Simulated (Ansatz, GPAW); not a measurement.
This is a calculation of CdTe for Ansatz 0.2.0. 

Contents of input.yaml:

```yaml
crystal:
  lattice:
    - [0.0, 3.205, 3.205]
    - [3.205, 0.0, 3.205]
    - [3.205, 3.205, 0.0]
  atoms:
    - { symbol: Te, position: [0.75, 0.75, 0.75] }
    - { symbol: Cd, position: [0.0, 0.0, 0.0] }
kpoints:
  mp_grid: { grid: [7, 7, 7] }
scf:
  occupations: { method: gaussian, width: 0.028 }
hamiltonian:
  xc: pbe
  pseudopotentials: { kind: all_electron, lapw: { basis_error: 0.001 } }
output:
  forces: true
  stress: true
  eigenvalues: true
```

Potentials or basis: all-electron LAPW, scalar-relativistic.

Command:

```bash
$ ansatz run input.yaml --threads 1 --pin off --max-ram 3072MiB --backend cpu --events-out ev --progress --plain --runs-dir out
```

Question: Set up the same calculation for GPAW 26.7.0 (ASE script). Potentials or basis there: GPAW PAW data sets (gpaw-data 1.2.1), cutoff 600 eV.

Answer: As run (cutoffs and basis follow the program's own potentials, and thresholds, step limits or extra output files can differ):

run.py

```python
from ase import Atoms
from ase.dft.bandgap import bandgap
from ase.io import write
from ase.units import GPa
from gpaw import GPAW, PW

atoms = Atoms(['Te', 'Cd'],
              cell=[[0.0, 3.205, 3.205],
                    [3.205, 0.0, 3.205],
                    [3.205, 3.205, 0.0]],
              scaled_positions=[[0.75, 0.75, 0.75],
                                [0.0, 0.0, 0.0]],
              pbc=True)

calc = GPAW(mode=PW(600),
            xc='PBE',
            kpts={'size': (7, 7, 7), 'gamma': True},
            occupations={'name': 'methfessel-paxton', 'order': 0, 'width': 0.028000000000000004},
            nbands=18,
            convergence={'density': 1e-05, 'energy': 1e-05},
            maxiter=150,
            txt='gpaw.txt')
atoms.calc = calc
energy = atoms.get_potential_energy()
forces = atoms.get_forces()
stress = atoms.get_stress()
calc.write('gs.gpw')
write('result.traj', atoms)
print(f'Energy: {energy:.6f} eV')
print('Forces (eV/A):')
print(forces.round(4))
print('Stress (GPa):', (stress / GPa).round(3))
print('Fermi level:', round(calc.get_fermi_level(), 4), 'eV')
print(f'Gap: {bandgap(calc)[0]:.4f} eV, direct: {bandgap(calc, direct=True)[0]:.4f} eV')
```

Potentials or basis: GPAW PAW data sets (gpaw-data 1.2.1), pw.

Run with:

```console
$ OMP_NUM_THREADS=1 python run.py
```

Both were run:

|  | Ansatz | GPAW |
| --- | --- | --- |
| Pressure | 4.3 GPa | 3.8 GPa |

Where Ansatz's input types no cutoff or centring, it takes its own default and a Γ-centred mesh.

Pressure is positive in compression.
